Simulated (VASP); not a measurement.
# InP (F-43m) in VASP: a series of runs

InP is run at these levels: revPBE, LDA, BLYP, PBE; tasks: single point.

Everything below comes from runs of VASP 6.6.1. Logs are shortened: lines on timing, memory, paths and dates and some standing lists are left out, and cuts for length are marked.

**What was measured.**

From a printed reference work, data compilation, for a bulk crystal of InP at 1.6 K: band gap 1.4236 eV (direct).

How close the calculation comes is told below.

## (1) The cell of the first run

The structure is cubic, space group F-43m (No. 216). Conventional cell: a = 5.861 Å, b = 5.861 Å, c = 5.861 Å, α = 90.00°, β = 90.00°, γ = 90.00°. Within 3.3 Å of In (site symmetry -43m) lie 4 P at 2.54 Å. P (site symmetry -43m) has 4 In at 2.54 Å within 3.3 Å.

## (2) Single point, revPBE

File INCAR:

```
  ALGO = Normal
  EDIFF = 1E-6
  ENCUT = 520
  GGA = RE
  ISIF = 2
  ISMEAR = 0
  LASPH = T
  LCHARG = F
  LREAL = F
  LWAVE = F
  NBANDS = 16
  NELM = 80
  PREC = Accurate
  SIGMA = 0.01
```

File KPOINTS:

```
k-points
0
Gamma
  6 6 6
```

File POSCAR:

```
InP
1.0
    4.1443530000      0.0000000000      0.0000000000
    2.0721765000      3.5891149803      0.0000000000
    2.0721765000      1.1963716601      3.3838500547
In P
1 1
Direct
    0.0000000000      0.0000000000      0.0000000000
    0.2500000000      0.2500000000      0.2500000000
```

Potentials or basis: VASP PAW PBE potentials, release 64 (In_d, P).

Run with:

```
$ cat potpaw_PBE.64/In_d/POTCAR potpaw_PBE.64/P/POTCAR > POTCAR
$ mpirun -np 1 vasp_std > vasp.out
```

OUTCAR:

```text
EDIFF = 1E-6
   ENCUT = 520
   GGA = RE
   ISIF = 2
   ISMEAR = 0
   LASPH = T
   LREAL = F
   NELM = 80
   PREC = Accurate

 ion  position               nearest neighbor table
   1  0.000  0.000  0.000-   2 2.54   2 2.54   2 2.54   2 2.54
   2  0.250  0.250  0.250-   1 2.54   1 2.54   1 2.54   1 2.54

  LATTYP: Found a face centered cubic cell.
 ALAT       =     5.8610002199

  Lattice vectors:

 A1 = (   4.1443530000,   0.0000000000,   0.0000000000)
 A2 = (   2.0721765000,   3.5891149803,   0.0000000000)
 A3 = (   2.0721765000,   1.1963716601,   3.3838500547)

Analysis of symmetry for initial positions (statically):
=====================================================================
 Subroutine PRICEL returns:
 Original cell was already a primitive cell.

 Routine SETGRP: Setting up the symmetry group for a
 face centered cubic supercell.

 Subroutine GETGRP returns: Found 24 space group operations
 (whereof 24 operations were pure point group operations)
 out of a pool of 48 trial point group operations.

The static configuration has the point symmetry T_d .

Analysis of symmetry for dynamics (positions and initial velocities):
=====================================================================
 Subroutine PRICEL returns:
 Original cell was already a primitive cell.

 Routine SETGRP: Setting up the symmetry group for a
 face centered cubic supercell.

 Subroutine GETGRP returns: Found 24 space group operations
 (whereof 24 operations were pure point group operations)
 out of a pool of 48 trial point group operations.

The dynamic configuration has the point symmetry T_d .

 Subroutine INISYM returns: Found 24 space group operations
 (whereof 24 operations are pure point group operations),
 and found     1 'primitive' translations

----------------------------------------------------------------------------------------

                                     Primitive cell

  volume of cell :      50.3333

  direct lattice vectors                    reciprocal lattice vectors
     4.144353000  0.000000000  0.000000000     0.241292187 -0.139310109 -0.098507123
     2.072176500  3.589114980  0.000000000     0.000000000  0.278620218 -0.098507123
     2.072176500  1.196371660  3.383850055     0.000000000  0.000000000  0.295521369

  length of vectors
     4.144353000  4.144353000  4.144353000     0.295521369  0.295521369  0.295521369

  position of ions in fractional coordinates (direct lattice)
     0.000000000  0.000000000  0.000000000
     0.250000000  0.250000000  0.250000000

  ion indices of the primitive-cell ions
   primitive index   ion index
                 1           1
                 2           2

----------------------------------------------------------------------------------------

 KPOINTS: k-points

Automatic generation of k-mesh.
 Grid dimensions read from file:
 generate k-points for:    6    6    6

 Generating k-lattice:

  Cartesian coordinates                     Fractional coordinates (reciprocal lattice)
     0.040215365 -0.023218352 -0.016417854     0.166666667  0.000000000 -0.000000000
     0.000000000  0.046436703 -0.016417854     0.000000000  0.166666667  0.000000000
     0.000000000  0.000000000  0.049253561     0.000000000  0.000000000  0.166666667

  Length of vectors
     0.049253561  0.049253561  0.049253561

  Shift w.r.t. Gamma in fractional coordinates (k-lattice)
     0.000000000  0.000000000  0.000000000

 Subroutine IBZKPT returns following result:
 ===========================================

 Found     16 irreducible k-points:

 Following reciprocal coordinates:
            Coordinates               Weight
  0.000000  0.000000  0.000000      1.000000
  0.166667  0.000000  0.000000      8.000000
  0.333333  0.000000  0.000000      8.000000
  0.500000  0.000000  0.000000      4.000000
  0.166667  0.166667 -0.000000      6.000000
  0.333333  0.166667  0.000000     24.000000
[... 8 lines left out ...]
 -0.333333  0.333333  0.166667     24.000000
 -0.333333  0.500000  0.166667     12.000000
   k-points           NKPTS =     16   k-points in BZ     NKDIM =     16   number of bands    NBANDS=     16
   number of dos      NEDOS =    301   number of ions     NIONS =      2
   total plane-waves  NPLWV =  32768
   dimension x,y,z NGX =    32 NGY =   32 NGZ =   32
   dimension x,y,z NGXF=    64 NGYF=   64 NGZF=   64
   ions per type =               1   1
   NGX,Y,Z   is equivalent  to a cutoff of  12.84, 12.84, 12.84 a.u.
   NGXF,Y,Z  is equivalent  to a cutoff of  25.67, 25.67, 25.67 a.u.
 SYSTEM =  unknown system
   PREC   = accura    normal or accurate (medium, high low for compatibility)
   ISTART =      0    job   : 0-new  1-cont  2-samecut
   ICHARG =      2    charge: 1-file 2-atom 10-const
   ISPIN  =      1    spin polarized calculation?
   LNONCOLLINEAR =      F non collinear calculations
   LSORBIT =      F    spin-orbit coupling
   LASPH  =      T    aspherical Exc in radial PAW
   ENCUT  =  520.0 eV  38.22 Ry    6.18 a.u.   7.71  7.71  7.71*2*pi/ulx,y,z
   NELM   =     80;   NELMIN=  2; NELMDL= -5     # of ELM steps
   EDIFF  = 0.1E-05   stopping-criterion for ELM
   LREAL  =      F    real-space projection
   EDIFFG = 0.1E-04   stopping-criterion for IOM
   NSW    =      0    number of steps for IOM
   IBRION =     -1    ionic relax: 0-MD 1-quasi-New 2-CG
   NFREE  =      0    steps in history (QN), initial steepest desc. (CG)
   ISIF   =      2    stress and relaxation
   ISYM   =      2    0-nonsym 1-usesym 2-fastsym
   POTIM  = 0.5000    time-step for ionic-motion
   TEBEG  =    0.0;   TEEND  =   0.0 temperature during run
   PSTRESS=    0.0 pullay stress
   NELECT =      18.0000    total number of electrons
   NUPDOWN=      -1.0000    fix difference up-down
   EMIN   =  10.00;   EMAX   =-10.00  energy-range for DOS
   EFERMI =   0.00;   METHOD = LEGACY
   ISMEAR =     0;   SIGMA  =   0.01  broadening in eV -4-tet -1-fermi 0-gaus
   EFERMI_NEDOS =   21; number of points for ismear=-14 and -15
   IALGO  =     38    algorithm
   IMIX   =      4    mixing-type and parameters
     AMIX     =   0.40;   BMIX     =  1.00
     AMIX_MAG =   1.60;   BMIX_MAG =  1.00
  volume/ion in A,a.u.               =      25.17       169.83
  Fermi-wavevector in a.u.,A,eV,Ry     =   1.162021  2.195901 18.371845  1.350292
  Thomas-Fermi vector in A             =   2.298587
   LORBIT       =      0    0 simple, 1 ext, 2 COOP (PROOUT), +10 PAW based schemes
   GGA     = RE    functional components
   LHFCALC =     F    Hartree Fock is set to
   AEXX    =    0.0000 exact exchange contribution
   IVDW    =     0    specifies the selected vdW correction
   LEPSILON=     F    determine dielectric tensor
   LRPA    =     F    only Hartree local field effects (RPA)
 non-spin polarized calculation
 Gauss-broadening in eV      SIGMA  =   0.01
  energy-cutoff  :      520.00
  volume of cell :       50.33
 maximum number of plane-waves:      1380
   NGX = 15   NGY = 15   NGZ = 15

 number of electron      18.0000005 magnetization

 Free energy of the ion-electron system (eV)
  ---------------------------------------------------
  ext. energy  EPLUGINS =         0.00000000
  ---------------------------------------------------
  free energy    TOTEN  =        -7.78116822 eV

  energy without entropy =       -7.78116822  energy(sigma->0) =       -7.78116822

 E-fermi :   5.3566     XC(G=0):  -9.1552

 val. band max:        5.2680678300   @ k =   0.0000   0.0000   0.0000
 cond. band min:       6.0757699886   @ k =   0.0000   0.0000   0.0000
 fundamental gap:      0.8077021586
 Fermi energy:         5.3566251920

 k-point     1 :       0.0000    0.0000    0.0000
  band No.  band energies     occupation
      1      -8.9367      2.00000
      2      -8.9367      2.00000
      3      -8.9367      2.00000
      4      -8.7863      2.00000
      5      -8.7863      2.00000
      6      -6.2264      2.00000
[... 8 lines left out ...]
     15      14.6919      0.00000
     16      14.6919      0.00000

 k-point     2 :       0.1667    0.0000    0.0000
  band No.  band energies     occupation
      1      -8.9682      2.00000
      2      -8.9243      2.00000
      3      -8.9243      2.00000
      4      -8.7858      2.00000
      5      -8.7858      2.00000
      6      -5.9142      2.00000
[... 8 lines left out ...]
     15      13.8972      0.00000
     16      14.8947      0.00000

 k-point     3 :       0.3333    0.0000    0.0000
  band No.  band energies     occupation
      1      -9.0267      2.00000
      2      -8.9047      2.00000
      3      -8.9047      2.00000
      4      -8.7793      2.00000
      5      -8.7793      2.00000
      6      -5.1090      2.00000
[... 8 lines left out ...]
     15      14.3793      0.00000
     16      14.3793      0.00000

 k-point     4 :       0.5000    0.0000    0.0000
  band No.  band energies     occupation
      1      -9.0541      2.00000
      2      -8.8981      2.00000
      3      -8.8981      2.00000
      4      -8.7726      2.00000
      5      -8.7726      2.00000
      6      -4.5103      2.00000
[... 8 lines left out ...]
     15      15.9006      0.00000
     16      15.9006      0.00000
[... 172 lines left out ...]
 k-point    14 :       0.5000    0.3333    0.1667
  band No.  band energies     occupation
      1      -9.0676      2.00000
      2      -8.8824      2.00000
      3      -8.8641      2.00000
      4      -8.8054      2.00000
      5      -8.7680      2.00000
      6      -4.4820      2.00000
[... 8 lines left out ...]
     15      16.4227      0.00000
     16      17.0221      0.00000

 k-point    15 :      -0.3333    0.3333    0.1667
  band No.  band energies     occupation
      1      -9.0773      2.00000
      2      -8.8828      2.00000
      3      -8.8535      2.00000
      4      -8.7997      2.00000
      5      -8.7728      2.00000
      6      -4.0041      2.00000
[... 8 lines left out ...]
     15      16.4363      0.00000
     16      16.8354      0.00000

 k-point    16 :      -0.3333    0.5000    0.1667
  band No.  band energies     occupation
      1      -9.0966      2.00000
      2      -8.8645      2.00000
      3      -8.8408      2.00000
      4      -8.8139      2.00000
      5      -8.7644      2.00000
      6      -3.8004      2.00000
[... 8 lines left out ...]
     15      16.5097      0.00000
     16      17.2276      0.00000

------------------------ aborting loop because EDIFF is reached ----------------------------------------

  FORCE on cell =-STRESS in cart. coord.  units (eV):
  Direction    XX          YY          ZZ          XY          YZ          ZX
  --------------------------------------------------------------------------------------
  -------------------------------------------------------------------------------------
  Total        1.4475968      1.4475968      1.4475968     -0.0000000     -0.0000000     -0.0000000
  in kB       46.0789922     46.0789922     46.0789922     -0.0000000     -0.0000000     -0.0000000
  external PRESSURE =      46.0789922 kB  Pullay stress =       0.0000000 kB

 VOLUME and BASIS-vectors are now :
 -----------------------------------------------------------------------------
  energy-cutoff  :      520.00
  volume of cell :       50.33
      direct lattice vectors                 reciprocal lattice vectors
     4.144353000  0.000000000  0.000000000     0.241292187 -0.139310109 -0.098507123
     2.072176500  3.589114980  0.000000000     0.000000000  0.278620218 -0.098507123
     2.072176500  1.196371660  3.383850055     0.000000000  0.000000000  0.295521369

 POSITION                                       TOTAL-FORCE (eV/Angst)
 -----------------------------------------------------------------------------------
      0.00000      0.00000      0.00000        -0.000000     -0.000000     -0.000000
      2.07218      1.19637      0.84596         0.000000      0.000000      0.000000
 -----------------------------------------------------------------------------------
    total drift:                               -0.000000     -0.000000     -0.000000

  FREE ENERGIE OF THE ION-ELECTRON SYSTEM (eV)
  ---------------------------------------------------
  free  energy   TOTEN  =        -7.7811682156 eV

  energy  without entropy=       -7.7811682156  energy(sigma->0) =       -7.78116822
```

Run time: 6.7 s. Hardware: 1 thread of Intel Xeon Platinum 8481C at 2.70GHz (Sapphire Rapids), shared host; peak memory 0.17 GiB.

What came out:

- Free energy: -7.7812 eV
- Pressure: 4.6 GPa
- Band gap on the k mesh: 0.81 eV, direct

Levels at points of the mesh, in eV from the valence-band top:
```
           k point  band 5  band 6  band 7  band 8  band 9  band 10  band 11  band 12  band 13  band 14
(0.00, 0.00, 0.00)  -14.05  -11.49    0.00    0.00    0.00     0.81     4.12     4.12     4.12     8.75
(0.50, 0.00, 0.00)  -14.04   -9.78   -5.69   -0.97   -0.97     1.57     4.84     4.84     7.22     9.61
(0.50, 0.50, 0.00)  -14.02   -9.13   -5.72   -2.31   -2.31     1.85     2.33     9.32     9.64     9.64
```

Caveat: the PAW data sets were made with another functional, which shifts forces and pressure a little; spin-orbit coupling is left out, which moves the levels of the heavy elements.

## (3) Single point, LDA

File INCAR:

```
PREC     = Accurate       # precision mode
ENCUT    = 520            # plane-wave cutoff, eV
EDIFF    = 1E-6           # SCF threshold, eV
ISMEAR   = 0              # smearing method
SIGMA    = 0.01           # smearing width, eV
LREAL    = F              # projectors in reciprocal space
LASPH    = T              # aspherical terms in the spheres
NELM     = 60             # most SCF steps
ALGO     = Normal         # electronic algorithm
ISIF     = 2              # what is computed and relaxed
LWAVE    = F              # write WAVECAR
LCHARG   = T              # write CHGCAR
LELF     = T              # ELF
LVHAR    = T            
NBANDS   = 16             # bands
```

File KPOINTS:

```
regular mesh
0
Gamma
  6 6 6
```

POSCAR is that of step 2.

Potentials or basis: VASP PAW LDA potentials, release 64 (In_d, P).

Run with:

```
$ cat potpaw_LDA.64/In_d/POTCAR potpaw_LDA.64/P/POTCAR > POTCAR
$ mpirun -np 1 vasp_std > vasp.out
```

Run time: 5.9 s. Hardware: 1 thread of Intel Xeon Platinum 8481C at 2.70GHz (Sapphire Rapids), shared host; peak memory 0.15 GiB.

It converged, with:

```yaml
Free_energy: -9.6568 eV
Pressure: -1.2 GPa
Band_gap_on_the_k_mesh: 0.51 eV, direct
```

Levels at points of the mesh, in eV from the valence-band top:
```tsv
k point	band 5	band 6	band 7	band 8	band 9	band 10	band 11	band 12	band 13	band 14
(0.00, 0.00, 0.00)	-14.04	-11.55	0.00	0.00	0.00	0.51	3.96	3.96	3.96	8.28
(0.50, 0.00, 0.00)	-14.03	-9.79	-5.83	-0.99	-0.99	1.32	4.70	4.70	6.89	9.23
(0.50, 0.50, 0.00)	-14.00	-9.12	-5.86	-2.36	-2.36	1.59	2.12	8.99	9.43	9.43
```

Caveat: spin-orbit coupling is left out, which moves the levels of the heavy elements.

[end of part 1 of 2]
